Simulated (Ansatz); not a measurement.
A surface is cut from this relaxed crystal of TiAl$_{2}$:

```cif
data_structure
_symmetry_space_group_name_H-M 'Cmmm'
_symmetry_Int_Tables_number 65
_cell_length_a 3.9007
_cell_length_b 12.0526
_cell_length_c 3.9724
_cell_angle_alpha 90.000
_cell_angle_beta 90.000
_cell_angle_gamma 90.000
_cell_volume 186.76
loop_
_atom_site_label
_atom_site_type_symbol
_atom_site_symmetry_multiplicity
_atom_site_Wyckoff_symbol
_atom_site_fract_x
_atom_site_fract_y
_atom_site_fract_z
_atom_site_occupancy
Ti1 Ti 4 i 0.50000 0.84378 0.00000 1
Al1 Al 2 a 0.00000 0.00000 0.00000 1
Al2 Al 4 j 0.50000 0.67290 0.50000 1
Al3 Al 2 c 0.50000 0.00000 0.50000 1
```

Miller indices refer to the conventional cell of Cmmm (No. 65), a = 3.901 Å, b = 12.053 Å, c = 3.972 Å, α = 90.00°, β = 90.00°, γ = 90.00°.

The (010) slab of 4 planes, 6.0 Å thick with 15 Å of vacuum as cut; outer planes Al (top) and Al (bottom).

Computed with DFT PBEsol, scalar-relativistic, plane waves, PAW in Ansatz. Settings: cutoff 420 eV, Γ-centred mesh 9×9×1 on the computed 8-atom cell, Gaussian smearing of 0.10 eV; no spin polarisation. A dipole correction removes the field between periodic images along c.

The slab isn't stoichiometric (TiAl3), so its surface energy depends on the chemical potentials; it is given with the excess atoms taken from the element's standard state, a limit at which the compound may itself be unstable, so the figure can be too low.

Results for the relaxed slab:

```yaml
Surface_energy_with_the_excess_atoms_taken_from_the_elements: 1.42 J/m²
Work_function: 4.40 eV
```

Relaxation lowers the energy by 0.006 J/m² a face; the largest move is 0.040 Å.

```csv
plane (bottom to top),atoms,"spacing to next, bulk (Å)",relaxed (Å),change (%),rumpling (Å)
1,Al2,1.983,2.015,+1.6,0.004
2,TiAl,2.059,2.072,+0.6,0.165
3,TiAl,1.983,2.015,+1.6,0.165
4,Al2,,,,0.004
```